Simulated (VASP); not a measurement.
The system is MnS.

```
CELL_PARAMETERS angstrom
4.30568 0.00000 0.00000
0.00000 4.30568 0.00000
0.00000 0.00000 5.36058
ATOMIC_POSITIONS crystal
Mn 0.00000 0.50000 0.00000
Mn 0.50000 0.00000 0.50000
S 0.00000 0.00000 0.25000
S 0.00000 0.00000 0.75000
```

Measurements of this composition are mostly on another form, of space group No. 225.

Base run:

| Item | Value |
| --- | --- |
| Program | VASP 6.6.1 |
| Functional | r2SCAN |
| Potentials or basis | VASP PAW PBE potentials, release 64 (Mn_pv, S) |
| Cutoff | 520 eV |
| k mesh | 5 × 5 × 4 |
| Occupations | gaussian, width 0.05 eV |
| Spin | collinear spin, antiferromagnetic start |
| Starting moments | [4.0, -4.0, 0.0, 0.0] μB |
| Hubbard terms | Mn d U = 3 eV |

Its results: band gap on the k mesh none (metal or under the smearing width); pressure 1.0 GPa; net moment 0.00 μB per cell; site moments Mn +4.54, -4.54; S +0.00 μB.

Problem. The run is repeated on the same cell with these changes: hubbard terms from Mn d U = 3 eV to none. What comes out?

Solution. Band gap on the k mesh none (metal or under the smearing width); pressure -2.8 GPa; net moment 0.00 μB per cell; site moments Mn +4.29, -4.29; S +0.00 μB.

Caveats: the PAW data sets were made with another functional, which shifts forces and pressure a little; semilocal functionals often make such compounds metallic where correlation or magnetic order opens a gap, which also shifts bond lengths (some runs).
